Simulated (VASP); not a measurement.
# H2 in VASP: settings compared, part 2 of 2

VASP 6.6.1.

### Step 4. Single point, HSE06

The input, POSCAR:

```
H
1.0
   10.0000000000      0.0000000000      0.0000000000
    0.0000000000     10.0000000000      0.0000000000
    0.0000000000      0.0000000000     10.0000000000
H
2
Direct
    0.5000000000      0.5000000000      0.4440000000
    0.5000000000      0.5000000000      0.5560000000
```

The input, INCAR.step1:

```
SYSTEM = H
ALGO     = Normal         ! electronic algorithm
EDIFF    = 1E-5           ! SCF threshold, eV
ENCUT    = 450            ! plane-wave cutoff, eV
GGA      = PE             ! functional
ISIF     = 2              ! what is computed and relaxed
ISMEAR   = 0              ! smearing method
LASPH    = .True.         ! aspherical terms in the spheres
LCHARG   = .False.        ! write CHGCAR
LREAL    = .False.        ! projectors in reciprocal space
LWAVE    = .True.         ! write WAVECAR
NBANDS   = 8              ! bands
NELM     = 80             ! most SCF steps
PREC     = Accurate       ! precision mode
SIGMA    = 0.02           ! smearing width, eV
```

The input, INCAR.step2:

```
SYSTEM = H
ALGO     = Normal         ! electronic algorithm
EDIFF    = 1E-6           ! SCF threshold, eV
ENCUT    = 450            ! plane-wave cutoff, eV
GGA      = PE             ! functional
HFSCREEN = 0.2            ! screening, 1/A
ISIF     = 2              ! what is computed and relaxed
ISMEAR   = 0              ! smearing method
ISTART   = 1            
LASPH    = .True.         ! aspherical terms in the spheres
LCHARG   = .False.        ! write CHGCAR
LHFCALC  = .True.         ! exact exchange
LREAL    = .False.        ! projectors in reciprocal space
LWAVE    = .False.        ! write WAVECAR
NBANDS   = 8              ! bands
NELM     = 80             ! most SCF steps
PREC     = Accurate       ! precision mode
PRECFOCK = Fast         
SIGMA    = 0.02           ! smearing width, eV
```

The input, KPOINTS:

```
k-points
0
Gamma
  1 1 1
  0 0 0
```

Potentials or basis: VASP PAW PBE potentials, release 64 (H).

Command:

```sh
$ cat potpaw_PBE.64/H/POTCAR > POTCAR
$ cp INCAR.step1 INCAR
$ mpirun -np 1 vasp_std > vasp.out
$ cp INCAR.step2 INCAR
$ mpirun -np 1 vasp_std > vasp.out
```

OUTCAR:

```text
SYSTEM = H
   EDIFF = 1E-6
   ENCUT = 450
   GGA = PE
   HFSCREEN = 0.2
   ISIF = 2
   ISMEAR = 0
   ISTART = 1
   LASPH = .True.
   LHFCALC = .True.
   LREAL = .False.
   NELM = 80
   PREC = Accurate
   PRECFOCK = Fast

 ion  position               nearest neighbor table
   1  0.500  0.500  0.444-
   2  0.500  0.500  0.556-

  LATTYP: Found a simple cubic cell.
 ALAT       =    10.0000000000

  Lattice vectors:

 A1 = (  10.0000000000,   0.0000000000,   0.0000000000)
 A2 = (   0.0000000000,  10.0000000000,   0.0000000000)
 A3 = (   0.0000000000,   0.0000000000,  10.0000000000)

Analysis of symmetry for initial positions (statically):
=====================================================================
 Subroutine PRICEL returns:
 Original cell was already a primitive cell.

 Routine SETGRP: Setting up the symmetry group for a
 simple cubic supercell.

 Subroutine GETGRP returns: Found 16 space group operations
 (whereof 16 operations were pure point group operations)
 out of a pool of 48 trial point group operations.

The static configuration has the point symmetry D_4h.

Analysis of symmetry for dynamics (positions and initial velocities):
=====================================================================
 Subroutine PRICEL returns:
 Original cell was already a primitive cell.

 Routine SETGRP: Setting up the symmetry group for a
 simple cubic supercell.

 Subroutine GETGRP returns: Found 16 space group operations
 (whereof 16 operations were pure point group operations)
 out of a pool of 48 trial point group operations.

The dynamic configuration has the point symmetry D_4h.
[... 92 lines left out ...]
   IALGO  =     38    algorithm
   IMIX   =      1    mixing-type and parameters
     AMIX     =   0.40;   BMIX     =  1.00
     AMIX_MAG =   1.60;   BMIX_MAG =  1.00
  volume/ion in A,a.u.               =     500.00      3374.17
  Fermi-wavevector in a.u.,A,eV,Ry     =   0.206261  0.389778  0.578844  0.042544
  Thomas-Fermi vector in A             =   0.968418
   LORBIT       =      0    0 simple, 1 ext, 2 COOP (PROOUT), +10 PAW based schemes
   GGA     = PE    functional components
   LHFCALC =     T    Hartree Fock is set to
   PRECFOCK=fast      Normal, Fast or Accurate (Low or Medium for compatibility)
   ENCUT4O =  -1.0   cutoff for four orbital integrals eV
   NKREDX  =     1    reduce k-point grid by
   NKREDY  =     1    reduce k-point grid by
   NKREDZ  =     1    reduce k-point grid by
   AEXX    =    0.2500 exact exchange contribution
   HFSCREEN=    0.2000 screening length (either q_TF or 0.3 A-1)
   HFSCREENC=   0.2000 screening length for correlation (either q_TF or 0.3 A-1)
   ENCUTFOCK=  -1.0 apply spherical cutoff to Coloumb kernel
   IVDW    =     0    specifies the selected vdW correction
   LEPSILON=     F    determine dielectric tensor
   LRPA    =     F    only Hartree local field effects (RPA)
 non-spin polarized calculation
 Gauss-broadening in eV      SIGMA  =   0.02
  energy-cutoff  :      450.00
  volume of cell :     1000.00
 maximum number of plane-waves:     21823
 NGX is ok and might be reduce to    70
  NGX = 36; NGY = 36; NGZ = 36

 number of electron       2.0000004 magnetization

 Free energy of the ion-electron system (eV)
  ---------------------------------------------------
  ext. energy  EPLUGINS =         0.00000000
  ---------------------------------------------------
  free energy    TOTEN  =        -6.54195289 eV

  energy without entropy =       -6.54195289  energy(sigma->0) =       -6.54195289

 E-fermi :  -9.7761     XC(G=0):  -0.4575

 val. band max:       -9.8792275010   @ k =   0.0000   0.0000   0.0000
 cond. band min:      -0.8523477879   @ k =   0.0000   0.0000   0.0000
 fundamental gap:      9.0268797131
 Fermi energy:        -9.7761092296

 k-point     1 :       0.0000    0.0000    0.0000
  band No.  band energies     occupation
      1      -9.8792      2.00000
      2      -0.8523      0.00000
      3      -0.2063      0.00000
      4       0.8880      0.00000
      5       0.8880      0.00000
      6       1.2533      0.00000
      7       1.3208      0.00000
      8       1.4214      0.00000

------------------------ aborting loop because EDIFF is reached ----------------------------------------

  FORCE on cell =-STRESS in cart. coord.  units (eV):
  Direction    XX          YY          ZZ          XY          YZ          ZX
  --------------------------------------------------------------------------------------
  -------------------------------------------------------------------------------------
  Total       -0.0340326     -0.0340326     -5.5298015      0.0000000     -0.0000000     -0.0000000
  in kB       -0.0545262     -0.0545262     -8.8597226      0.0000000     -0.0000000     -0.0000000
  external PRESSURE =      -2.9895917 kB  Pullay stress =       0.0000000 kB

 VOLUME and BASIS-vectors are now :
 -----------------------------------------------------------------------------
  energy-cutoff  :      450.00
  volume of cell :     1000.00
      direct lattice vectors                 reciprocal lattice vectors
    10.000000000  0.000000000  0.000000000     0.100000000  0.000000000  0.000000000
     0.000000000 10.000000000  0.000000000     0.000000000  0.100000000  0.000000000
     0.000000000  0.000000000 10.000000000     0.000000000  0.000000000  0.100000000

 POSITION                                       TOTAL-FORCE (eV/Angst)
 -----------------------------------------------------------------------------------
      5.00000      5.00000      4.44000         0.000000      0.000000      4.903020
      5.00000      5.00000      5.56000        -0.000000     -0.000000     -4.903020
 -----------------------------------------------------------------------------------
    total drift:                               -0.000000      0.000000      0.000000

  FREE ENERGIE OF THE ION-ELECTRON SYSTEM (eV)
  ---------------------------------------------------
  free  energy   TOTEN  =        -6.5419528908 eV

  energy  without entropy=       -6.5419528908  energy(sigma->0) =       -6.54195289
```

OUTCAR.step1:

```text
SYSTEM = H
   EDIFF = 1E-5
   ENCUT = 450
   GGA = PE
   ISIF = 2
   ISMEAR = 0
[... 208 lines left out ...]
 -----------------------------------------------------------------------------------
      5.00000      5.00000      4.44000         0.000000     -0.000000      4.639593
      5.00000      5.00000      5.56000         0.000000      0.000000     -4.639593
 -----------------------------------------------------------------------------------
    total drift:                                0.000000      0.000000      0.000000

  FREE ENERGIE OF THE ION-ELECTRON SYSTEM (eV)
  ---------------------------------------------------
  free  energy   TOTEN  =        -5.5644531564 eV

  energy  without entropy=       -5.5644531564  energy(sigma->0) =       -5.56445316
```

OSZICAR.step1:

```text
N       E                     dE             d eps       ncg     rms          rms(c)
DAV:   1     0.547813596945E+00    0.54781E+00   -0.54842E+02    16   0.133E+02
DAV:   2    -0.538254582048E+01   -0.59304E+01   -0.59304E+01    16   0.234E+01
DAV:   3    -0.577457214622E+01   -0.39203E+00   -0.39203E+00    24   0.857E+00
DAV:   4    -0.577479394260E+01   -0.22180E-03   -0.22180E-03    16   0.177E-01
DAV:   5    -0.577479472765E+01   -0.78505E-06   -0.78505E-06    32   0.162E-02    0.228E+00
DAV:   6    -0.564464705168E+01    0.13015E+00   -0.60005E-02    16   0.642E-01    0.131E+00
DAV:   7    -0.556034464959E+01    0.84302E-01   -0.16112E-01    16   0.105E+00    0.169E-01
DAV:   8    -0.556148926552E+01   -0.11446E-02   -0.22030E-03    16   0.155E-01    0.984E-02
DAV:   9    -0.556077609321E+01    0.71317E-03   -0.11335E-03    16   0.875E-02    0.237E-02
DAV:  10    -0.556264632780E+01   -0.18702E-02   -0.71548E-04    16   0.679E-02    0.127E-02
DAV:  11    -0.556311749902E+01   -0.47117E-03   -0.27230E-05    16   0.165E-02    0.740E-03
DAV:  12    -0.556423625531E+01   -0.11188E-02   -0.24354E-04    16   0.385E-02    0.355E-03
DAV:  13    -0.556439537518E+01   -0.15912E-03   -0.70934E-06    16   0.753E-03    0.272E-03
DAV:  14    -0.556443689731E+01   -0.41522E-04   -0.29748E-06    16   0.406E-03    0.102E-03
DAV:  15    -0.556445218460E+01   -0.15287E-04   -0.10181E-06    16   0.258E-03    0.285E-04
DAV:  16    -0.556445315644E+01   -0.97184E-06   -0.24465E-08    16   0.496E-04
   1 F= -.55644532E+01 E0= -.55644532E+01  d E =-.256973E-11
```

Run time: 66 s. Hardware: 1 thread of AMD EPYC 7R13 (Zen 3), shared host; peak memory 0.66 GiB.

Results:

| Property | Result |
| --- | --- |
| Free energy | -6.5420 eV |
| Largest force | 4.903 eV/Å |
| Gap between the frontier levels | 9.03 eV |

Forces in eV/Å, atoms in the order of the input:
```
H    0.000  0.000  4.903
H    0.000  0.000 -4.903
```

Levels at points of the mesh, in eV from the valence-band top:
| k point | band 1 | band 2 | band 3 | band 4 | band 5 |
| --- | --- | --- | --- | --- | --- |
| (0.00, 0.00, 0.00) | 0.00 | 9.03 | 9.67 | 10.77 | 10.77 |

Caveat: the PAW data sets were made with another functional, which shifts forces and pressure a little.

### Step 5. Summary

| level | grid for exact exchange (PRECFOCK) | screening parameter | gap on the mesh (eV) | largest force (eV/Å) |
| --- | --- | --- | --- | --- |
| PBE+D3(BJ) | - | - | 7.58 | 4.64 |
| r2SCAN | - | - | 8.28 | 4.90 |
| HSE06 | Fast | 0.2 1/A | 9.03 | 4.90 |

Alike in all rows: task single point; potentials or basis VASP PAW PBE potentials, release 64 (H); no spin polarisation; cell as given; k mesh 1 × 1 × 1; cutoff (eV) 450; smearing gaussian 0.02 eV.

On the cell as given the gap runs from 7.58 eV (PBE+D3(BJ)) to 9.03 eV (HSE06).

Caveats: the PAW data sets were made with another functional, which shifts forces and pressure a little (some runs).

Total energies depend on the potentials used, so only differences within one code and one set of settings carry meaning.
